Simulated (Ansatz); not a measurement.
# BaS: pressure against volume scale

Results calculated with Ansatz 0.2.0, not measured. Periodic Kohn-Sham DFT of a crystal at fixed atoms, scaled to volume_scale times the given cell; pressure positive in compression, energy less spherical unpolarised free atoms, largest_vzz the field gradient of largest size among the nuclei.

The cell before it is scaled or strained (space group Fm-3m, No. 225):
```
BaS
1.0
      0.0000     3.1937     3.1937
      3.1937     0.0000     3.1937
      3.1937     3.1937     0.0000
Ba S
1 1
Direct
  0.00000 0.00000 0.00000
  0.50000 0.50000 0.50000
```

Settings of every row: method all-electron PAW; functional LDA; relativity scalar; k mesh 7x7x7; filling fermi-dirac; smearing width 0.01 eV; nucleus gaussian.

Atom start moment: 0 on all atoms.

Limits: no spin-orbit coupling on heavy atoms.

| row | volume scale | V (Å³/atom) | pressure (GPa) |
| --- | --- | --- | --- |
| 1 | 0.94 | 30.62 | 0.353 |
| 2 | 0.96 | 31.275 | -0.7 |
| 3 | 0.98 | 31.926 | -1.637 |
| 4 | 0.99 | 32.252 | ? |
| 5 | 1 | 32.576 | -2.471 |
| 6 | 1.01 | 32.901 | -2.854 |
| 7 | 1.02 | 33.229 | -3.214 |
| 8 | 1.04 | 33.878 | -3.875 |
| 9 | 1.06 | 34.529 | -4.462 |

Question: what pressure should row 4 give?

Worked fit of pressure. Take u = (V_r/V)^(2/3) − 1 with V_r = 32.739 Å³ an atom, which is twice the finite (Eulerian) strain; such expansions in the strain, on which the Birch-Murnaghan equation of state is built, carry the rest volume and the bulk modulus. The shown rows have u = 0.04562, 0.03097, 0.01691, 0.00333, -0.00329, -0.00986, -0.02254, -0.03487. Least squares give pressure = −2.665 + 57.831 × u + 181.91 × u² GPa; a straight line predicts inner rows, each left out in turn, worse (root mean square 0.094 against 0.0023 GPa). The rows lie off it by 0.001, -0.001, -0.002, -0.001, -0.001, 0.004, 0.001, -0.002. The pressure vanishes at u = 0.0408, or V = 30.83 Å³ an atom, and there the bulk modulus at fixed shape and fractions is B = −V dP/dV = (2/3)(1 + u) dP/du = 50.4 GPa. The withheld row has u = 0.01004, so the fit gives −2.665 + 57.831 × (0.01004) + 181.91 × (0.01004)² = -2.066 GPa.

The calculation gave -2.066 GPa. The fit meets it to the printed digit.
